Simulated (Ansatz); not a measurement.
A run of Ansatz 0.2.0 is set up as follows.

input.yaml

```yaml
crystal:
  lattice:
    - [-1.65128, 1.65128, 1.65128]
    - [1.65128, -1.65128, 1.65128]
    - [1.65128, 1.65128, -1.65128]
  atoms:
    - { symbol: Ta, position: [0.0, 0.0, 0.0] }
hamiltonian:
  xc: pbesol
  pseudopotentials: { kind: paw }
kpoints:
  mp_grid: { grid: [11, 11, 11] }
scf:
  occupations: { method: fermi_dirac, width: 0.05 }
output:
  forces: true
  stress: true
  eigenvalues: true
relax:
  f_tol: 0.01
  max_steps: 40
  cell: { stress_tol: 0.05, p_target: 30.0 }
```

Potentials or basis: Ansatz PAW.

Launch:

```bash
$ ansatz run input.yaml --threads 2 --pin off --max-ram 5632MiB --backend cpu --events-out ev --progress --plain --runs-dir out
```

(1) Predict the space group after relaxing (to 0.05 Å).

(2) Estimate the relaxed cell.

Results:

(1) Im-3m (No. 229).

(2) a = 2.736 Å, b = 2.736 Å, c = 2.736 Å, α = 109.47°, β = 109.47°, γ = 109.47°.
